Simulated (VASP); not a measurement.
A run of VASP 6.6.1:

INCAR

```
SYSTEM = Tl
PREC     = Accurate       ! precision mode
ENCUT    = 520            ! plane-wave cutoff, eV
EDIFF    = 1E-7           ! SCF threshold, eV
ISMEAR   = -1             ! smearing method
SIGMA    = 0.05           ! smearing width, eV
LREAL    = .False.        ! projectors in reciprocal space
LASPH    = .True.         ! aspherical terms in the spheres
NELM     = 100            ! most SCF steps
ALGO     = Normal         ! electronic algorithm
ISIF     = 2              ! what is computed and relaxed
LWAVE    = .False.        ! write WAVECAR
LCHARG   = .True.         ! write CHGCAR
GGA      = PE             ! functional
LELF     = .True.         ! ELF
LVHAR    = .True.       
NBANDS   = 20             ! bands
```

Contents of KPOINTS:

```
Automatic mesh
0
Gamma
  11 11 6
  0 0 0
```

Contents of POSCAR:

```
Tl
1.0
    3.4559983565      0.0000000000      0.0000000000
   -1.7279991783      2.9929823722      0.0000000000
    0.0000000000      0.0000000000      5.5250000000
Tl
2
Direct
    0.3333333333      0.6666666667      0.2500000000
    0.6666666667      0.3333333333      0.7500000000
```

Potentials or basis: VASP PAW PBE potentials, release 64 (Tl_d).

Run with:

```sh
$ cat potpaw_PBE.64/Tl_d/POTCAR > POTCAR
$ mpirun -np 1 vasp_std > vasp.out
```

Hardware: 1 thread of AMD EPYC 7R13 Processor (Zen 3), with other jobs on the host.

Task: How long does it take, and how much memory?

Result: Wall time 42 s on 1 thread of AMD EPYC 7R13 Processor (Zen 3), with other jobs on the host, peak memory 0.18 GiB. Counts: scf iterations 12, k points 64.
